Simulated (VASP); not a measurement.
Write the native input for VASP 6.6.1 that does the following.

| Quantity | Value |
| --- | --- |
| Task | single point |
| Functional | PBE |
| Potentials or basis | VASP PAW PBE potentials, release 64 (Ga_d) |
| Cutoff | 520 eV |
| k mesh | 6 × 4 × 6 |
| Occupations | gaussian, width 0.1 eV |
| Spin | no spin polarisation |
| Dipole correction | no |
| Further INCAR settings | ALGO = Fast; EDIFF = 1e-07; NBANDS = 26 |

The structure of Ga lies in POSCAR:

```
Ga
1.0
    4.2791892025     -0.4650749907     -0.0828774096
    0.4047510804      4.5307430638      0.8878247584
   -1.6213885261      1.5230847191      3.4311594750
Ga
3
Direct
    0.4094815860      0.2736997906      0.1070317920
    0.6683134722      0.5700938584      0.5710998850
    0.1507292452      0.9773680824      0.6428878241
```

The cell was built by a generator and needn't be a form met in nature.

The cell isn't the ideal one: random cell without symmetry.

The input as run:

INCAR

```
SYSTEM = Ga
PREC = Accurate
ENCUT = 520
EDIFF = 1E-7
ISMEAR = 0
SIGMA = 0.1
LREAL = .False.
LASPH = .True.
NELM = 100
ALGO = Fast
ISIF = 2
LWAVE = .False.
LCHARG = .False.
GGA = PE
NBANDS = 26
```

KPOINTS

```
regular mesh
0
Gamma
  6 4 6
  0 0 0
```

Potentials or basis: VASP PAW PBE potentials, release 64 (Ga_d).

Command:

```console
$ cat potpaw_PBE.64/Ga_d/POTCAR > POTCAR
$ mpirun -np 1 vasp_std > vasp.out
```

Results of the run:

The pressure is 0.2 GPa, the largest force is 0.027 eV/Å and the band gap on the k mesh is none (metal or under the smearing width).

Caveat: the k mesh is coarse (spacing up to 0.40 Å⁻¹), so the values aren't converged.

Run time: 83 s on 1 thread of Intel(R) Xeon(R) Platinum 8488C (Sapphire Rapids), on a shared host, peak memory 0.23 GiB.
